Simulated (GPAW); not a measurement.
Runs of GPAW 26.7.0 on AlN. Symmetry: F-43m, No. 216, cubic system. The conventional cell has a = 4.368 Å, b = 4.368 Å, c = 4.368 Å, α = 90.00°, β = 90.00°, γ = 90.00°. Around Al (site symmetry -43m) lie 4 N at 1.89 Å. Around N (site symmetry -43m) lie 4 Al at 1.89 Å. Measurements of this composition are mostly on another form, of space group No. 186.

```tsv
task	level	potentials or basis	k mesh	cutoff (eV)	smearing	maxiter	kernel	eta	response ecut	omega2	other keys	mesh quality	gap on the mesh (eV)
single point	LDA	PAW data sets generated in the run's folder for this functional, pw	8 × 8 × 8	650	fermi-dirac 0.01 eV	150	-	-	-	-	-	not flagged	3.22
optical spectrum	LDA	PAW data sets generated in the run's folder for this functional, pw	8 × 8 × 8	650	fermi-dirac 0.05 eV	60	RPA	0.1 eV	150 eV	20 eV	several, not listed	coarse	3.22
one-shot levels on a semilocal density	TPSS	GPAW PAW data sets (gpaw-data 1.2.1), pw	7 × 7 × 7	600	fermi-dirac 0.05 eV	80	-	-	-	-	several, not listed	not flagged	(a)
hybrid scf	TPSSh	GPAW PAW data sets (gpaw-data 1.2.1), pw	5 × 5 × 5	600	fermi-dirac 0.05 eV	80	-	-	-	-	several, not listed	coarse	4.63
```

Alike in all rows: no spin polarisation; cell as given.

**Question.** Estimate the missing entries.

**Answer.** (a) 3.56.

Caveats: some runs use coarse meshes; an odd mesh through Γ misses points on the zone boundary, where band edges often lie (some runs); the long-wavelength limit can be off by a per cent or two (some runs); spectra need much finer meshes, so this one isn't converged (some runs); independent-particle spectra lack excitons (some runs); energy and the plain gap are those of the semilocal run (some runs).

Runs at the PBE level aren't shown here.
